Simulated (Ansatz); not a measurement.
**Property card for PbI₂**

Computed with DFT PBE, scalar-relativistic, plane waves, PAW in Ansatz.

Plane waves to 420 eV, a k mesh through Γ of 6×6×4 on the computed 3-atom cell and Gaussian smearing (0.02 eV); no spin polarisation.

The structure is relaxed at this level of theory with its symmetry kept.

Symmetry: P-3m1, No. 164, trigonal system. Conventional cell: a = 4.679 Å, b = 4.679 Å, c = 7.690 Å, α = 90.00°, β = 90.00°, γ = 120.00°. Pb (site symmetry -3m) has 6 I at 3.28 Å as nearest neighbours. I (site symmetry 3m) has 3 Pb at 3.28 Å as nearest neighbours.

| Property | Result |
| --- | --- |
| Volume per atom | 48.59 Å³ |
| Formation energy from the elements' standard states (uncorrected) | -0.674 eV/atom |
| Kohn–Sham band gap | 2.42 eV, indirect from (-0.005, 0.182, -0.292) to A |
| Löwdin character of the top 1 eV of the valence band | I 5p 94 % |
| Löwdin character of the lowest 1 eV of the conduction band | Pb 6p 75 %, I 5p 17 %, unprojected 4 % |
| Electron masses at the edge by Cartesian direction of the standard setting (m_e; degenerate bands sorted by energy; no spin-orbit coupling) | x: 0.26; y: 0.26; z: 1.9 |
| Hole masses at the edge by Cartesian direction of the standard setting (m_e; degenerate bands sorted by energy; no spin-orbit coupling) | x: 9.5; y: 0.75; z: 2.0 |
| Electronic dielectric constant xx, yy, zz of the standard setting (independent particles) | 6.4, 6.4, 5.7 |
| Bader charges (e) | Pb (1 in the cell) 0.95, I (2 in the cell) -0.48 |

Spin-orbit coupling is left out, which matters for the bands of heavy elements. Each cell of PbI2 holds layers, and where no dispersion correction was added their binding is poorly described.